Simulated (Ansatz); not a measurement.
## Relaxing Ge

Theory: DFT PBEsol, scalar-relativistic, plane waves, PAW in Ansatz.

The start puts Ge on the hcp structure type (P6_3/mmc, No. 194), at a guessed volume.

Input of the last, converged step (default PAW datasets):

```yaml
crystal:
  lattice:
    - [2.9500283611, 0.0, 0.0]
    - [-1.4750141805, 2.5547995026, 0.0]
    - [0.0, 0.0, 4.8092561016]
  atoms:
    - { symbol: Ge, position: [0.3333333333, 0.6666666667, 0.25] }
    - { symbol: Ge, position: [0.6666666667, 0.3333333333, 0.75] }
basis:
  ecutwfc: 420
kpoints:
  mp_grid: { grid: [21, 21, 12] }
hamiltonian:
  xc: pbesol
scf:
  occupations: { method: gaussian, width: 0.1 }
output:
  forces: true
  stress: true
  eigenvalues: true
relax:
  adjacent_minimum: "off"
  f_tol: 0.01
  max_steps: 80
  cell: { stress_tol: 0.05 }
```

It can be run as:

```bash
ansatz run input.yaml --threads 1 --pin off --backend cpu --events-out ev --progress --plain --runs-dir out  # memory cap (--max-ram) not shown
```

The program printed at the end:

```
SCF converged after 6 iterations
Free energy (F): -8506.456039 eV
Harris-Foulkes:  -8506.456039 eV  (|F-HF|=1.82e-12)
Internal energy: -8506.451120 eV  (E = F + TS)
E sigma→0 (E₀):  -8506.453579 eV
Entropy (-TS):   -0.004920 eV (-2.460 meV/atom)
Fermi energy:    11.414900 eV
--- Per-component energies (eV) ---
  E_band       = -218.034826
  E_kinetic    = 221.362861
  E_local      = -4212.835755  (includes V_loc(G=0)·N_el)
  E_nonlocal   = 833.266657
  E_hartree    = 1841.364052
  E_xc         = -150.610182
  E_vxc        = -130.054573  (∫ρ·V_xc dr)
  E_paw        = -3950.638959  (= ΣΔE_a)
  E_vpaw       = -612.502863  (= ΣTr[D̂ρ^β])
  E_aug_tail   = 0.000759  (compensation charges beyond the density's cutoff)
  E_ewald      = -3090.196425
  E_core_change = 1.835872  (= ΣΔE_core)
  E_smearing   = -0.004920  (= −TS)
  E_closure    = 0.000000  (closes the sum)
  Σ components = -8506.456039   (vs F -8506.456039, Δ=0.00e0)
--- Forces (eV/Å), atoms counted from 1 ---
  atom   1  Ge     0.00000000     0.00000000     0.00000000
  atom   2  Ge     0.00000000     0.00000000     0.00000000
  max |Σ_I F_I| component: 1.85e-17 eV/Å
--- Stress (GPa, compression-positive) ---
        0.002682       0.000000       0.000000
        0.000000       0.002682       0.000000
        0.000000       0.000000       0.023601
  P = ⅓ Tr σ = 0.0097 GPa (0.097 kbar)
--- Relaxed structure (5 steps of the walk, 5 accepted, 1 SCFs on fresh bases) ---
  F+E_penalty+E_count = -8506.45603923 eV   max|allowed force component| = 1.943e-16 eV/Å   (the final SCF, on the basis selected at the relaxed cell)
  cell:  # Å, volume = 36.7031 Å³
    - [2.941526, 0.000000, 0.000000]
    - [-1.470763, 2.547436, 0.000000]
    - [0.000000, 0.000000, 4.898093]
  atoms:
    - { symbol: Ge, position: [0.333333, 0.666667, 0.250000] }
    - { symbol: Ge, position: [0.666667, 0.333333, 0.75] }
```

Absolute energies hang on the potentials; compare differences alone.

The result has space group P6_3/mmc (No. 194). Around Ge lie 12 Ge at 2.94–2.98 Å.

It lies 0.27 eV/atom above the element's standard state at the same level.

The k mesh leaves about 4 meV/atom of noise in metals.

A structure relaxed within its symmetry needn't be a true minimum.